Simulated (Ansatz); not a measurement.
Predict the output of the script below (Ansatz 0.2.0, Python API).

`run_pdos.py`
```python
import sys

import ansatz
import numpy as np

lattice = ansatz.Lattice.of(
    (0.0, 2.115, 2.115),
    (2.115, 0.0, 2.115),
    (2.115, 2.115, 0.0),
)
sites = [
    ('Nb', (0.0, 0.0, 0.0)),
]
nb = ansatz.Crystal(lattice=lattice)
for symbol, position in sites:
    nb = nb.atom(symbol, position)

base = (
    nb.calculation()
    .functional('PBE')
    .occupations('methfessel_paxton', width=0.15)
    .kpoints(mesh=(11, 11, 11))
    .scf(extra_bands=8)
    .density_of_states(projected=True, energy_step=0.05)
)
try:
    out = base.run(threads=1)
except ansatz.NonConvergedError as error:
    sys.exit(f'no convergence: {error}')
except ansatz.RefusalError as error:
    sys.exit(f'input refused: {error}')
report = out.report

dos = out.density_of_states()
energy = np.asarray(dos.energies_ev) - dos.fermi_ev
curves = {}
for site in out.projected_density_of_states().sites:
    for shell in site.shells:
        weight = sum(np.sum(curve.g_bin_mean_per_ev, axis=0) for curve in shell.curves)
        name = f'{site.species} {shell.label}'
        curves[name] = curves.get(name, 0) + weight

step = energy[1] - energy[0]
windows = [(-10, -5), (-5, 0), (0, 6)]
print('states by shell in windows of E - E_F (eV):', windows)
for name, g in curves.items():
    print(f'{name:8s}', ' '.join(f'{step * g[(energy >= a) & (energy < b)].sum():8.3f}' for a, b in windows))
filled = (energy < 0) & (energy > -10)
for name, g in curves.items():
    if g[filled].sum() * step > 0.5:
        print(f'centre of {name}: {np.average(energy[filled], weights=g[filled]):.2f} eV')
```

`python run_pdos.py` gives:
```text
DeckWarning: basis.ecutwfc = 420 eV, auto-derived from the records' recommended cutoffs: set by Nb (normal level)
states by shell in windows of E - E_F (eV): [(-10, -5), (-5, 0), (0, 6)]
Nb 4S       0.008    0.043    0.016
Nb 5S       0.054    0.592    0.358
Nb 4P       0.001    0.074    0.018
Nb 4D       0.001    4.173    5.425
centre of Nb 5S: -3.15 eV
centre of Nb 4D: -1.81 eV
```
(Warnings from the package without file and line.)

For a metal this k-point mesh is coarse: on a finer one energies can move by several to tens of meV an atom and pressures by half a GPa or more, differences at one mesh by less. This isn't the structure that Nb takes at ambient conditions. Curves are summed over the cell's atoms. Only shells that the potentials hold have channels, so projections don't add up to the total, least of all where a shell is missing (p of most metals); heights and places of peaks move with the mesh. The density of states is complete only as far up as bands were computed. A band centre counts only the states inside the window taken. Wall time of the script: 1.4 s on 1 thread of Arm Neoverse V2 (shared host), peak memory 0.32 GiB.
